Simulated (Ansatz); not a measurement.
A vibration from a frozen displacement in HfO$_{2}$

Method: Ansatz 0.2.0, DFT PBE, scalar-relativistic, plane waves, PAW. Settings: plane waves to 420 eV, k-mesh 8×8×8 (Γ-centred), Gaussian smearing 0.05 eV. Spin–orbit coupling is left out, which matters for the heavy elements here. No spin polarisation. Energies are free energies at this smearing, counted from the undisturbed cell; pressure is positive in compression.

Reference structure (as given, not relaxed at this level; it stands at -2.5 GPa; this fluorite-type form isn't the usual structure):

```
Hf O
1.0
     0.00000    2.55750    2.55750
     2.55750    0.00000    2.55750
     2.55750    2.55750    0.00000
Hf O
1 2
Direct
  0.00000 0.00000 0.00000
  0.25000 0.25000 0.25000
  0.75000 0.75000 0.75000
```

Every Hf atom is moved by x along the Cartesian unit vector (1.000, 0.000, 0.000); the cell and all other atoms stay fixed. The cell's volume is 33.46 Å³; the moved atoms weigh 178.490 u together and the others 31.998 u. Some rows repeat others by symmetry and weren't run.

```
  x (Å)  ΔE (meV/cell) total force on the moved atoms along the move (eV/Å) pressure (GPa)
-0.2000         100.21                                                1.1452          1.4734
-0.1750          74.09                                                0.9476          0.5442
-0.1500          52.67                                                0.7687         -0.2582
-0.1250          35.49                                                0.6079         -0.9346
-0.1000          22.13                                                0.4637         -1.4860
-0.0750          12.18                                                0.3336         -1.9141
-0.0500           5.33                                                0.2155         -2.2189
-0.0250           1.32                                                0.1057         -2.4017
 0.0000           0.00                                                0.0000         -2.4614
 0.0250           1.32                                               -0.1057         -2.4017
 0.0500           5.33                                               -0.2155         -2.2189
 0.0750          12.18                                               -0.3336         -1.9141
 0.1000          22.13                                               -0.4637         -1.4860
 0.1250          35.49                                               -0.6079         -0.9346
 0.1500          52.67                                               -0.7687         -0.2582
 0.1750          74.09                                               -0.9476          0.5442
 0.2000         100.21                                               -1.1452          1.4734
```

Task: What frequency belongs to this motion?

Result: The force constant is k = −dF/dx = 4.228 eV/Å², from the parabola through x = -0.0250, 0 and 0.0250. In every cell the moved atoms swing against the rest, so the mass is μ = m₁m₂/(m₁ + m₂) = 27.134 u, and ν̃ = 521.5 cm⁻¹ × √(|k|/μ) = 206 cm⁻¹, at this cell's pressure of -2.5 GPa. To first order in x, and within 1 %, the force on every atom lies along the move and, within each of the two groups, in proportion to the atom's mass, so this is itself a mode at the zone centre of this cell, taken without macroscopic field (the transverse frequency in a polar insulator).

Task: How far does the harmonic law reach?

Result: At x = -0.200 Å, kx²/2 = 84.56 meV against the computed 100.21 meV (+18.5 %): the well stiffens in this direction at large amplitude.

Task: The pressure changes with x². What does that say about the frequency under compression?

Result: With E = k(V)x²/2, k ∝ V^(−2γ) and x scaling with the cell as V^(1/3), P − P0 = −∂E/∂V = (2γ − 2/3) ΔE/V. At x = 0.0500 Å, V(P − P0) = 33.46 × 0.24244 / 160.2 eV = 50.63 meV and ΔE = 5.33 meV, so γ = 1/3 + V(P − P0)/(2ΔE) = 5.08. This is the Grüneisen parameter of the motion under uniform scaling of the cell: shrinking the cell evenly by 1 % in volume raises the frequency by about 5.08 %. Values this far from the 1 to 3 of most solids mark a soft motion whose force constant is small beside what it shares with volume.

The restoring force shows that the fluorite-type cell is stable against this uniform polar displacement of Hf against O, with a transverse mode at 206 cm⁻¹. In such an oxide, short-range Hf–O repulsion holds the ions in place, while the long-range dipolar interaction favours off-centring, strengthened by charge transfer between O 2p and empty Hf 5d states. The modest force constant is probably what remains after these two largely cancel.

This also accounts for the large Grüneisen parameter: compression raises the steep repulsion faster than the dipolar term, so a small change in volume shifts the balance strongly. The cell is under tension, so the mode should harden on relaxation to zero pressure. The stiffening at large amplitude fits the same picture, as Hf is driven into the repulsive wall of the oxygens ahead of it.

A real frequency here doesn't establish that cubic hafnia is dynamically stable, because its well-known instability towards the tetragonal form is an oxygen displacement at the zone boundary, which this motion cannot sample.
